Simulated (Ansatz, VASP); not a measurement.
BP in VASP and in Ansatz

```
B P
1.0
     0.00000    2.24492    2.24492
     2.24492    0.00000    2.24492
     2.24492    2.24492    0.00000
B P
1 1
Cartesian
  0.0000 0.0000 0.0000
  3.3674 3.3674 3.3674
```

Alike in both runs: task single point; functional PBEsol; k mesh 10 × 10 × 10; no spin polarisation.

|  | VASP | Ansatz |
| --- | --- | --- |
| version | VASP 6.6.1 | Ansatz 0.2.0 |
| potentials or method | VASP PAW PBE potentials, release 64 (B, P) | scalar-relativistic, plane waves, PAW |
| plane-wave cutoff (eV) | 520 | 420 |
| occupations | gaussian, width 0.01 eV | fixed |
| valence electrons in the cell | 8 | 8 |

VASP gave:

| Quantity | Value |
| --- | --- |
| gap on the k mesh at the Fermi level (eV) | 1.09 |
| least direct gap on the mesh (eV) | 3.41 |
| pressure (GPa) | 3.7 |

Problem. What did Ansatz give for the same quantities?

Solution. gap on the k mesh at the Fermi level (eV): 1.09; least direct gap on the mesh (eV): 3.41; pressure (GPa): 3.6.

Caveats: the PAW data sets were made with another functional, which shifts forces and pressure a little (VASP). PBEsol gaps usually lie below the measured ones, often by a third to a half. A k mesh can miss the band edges.
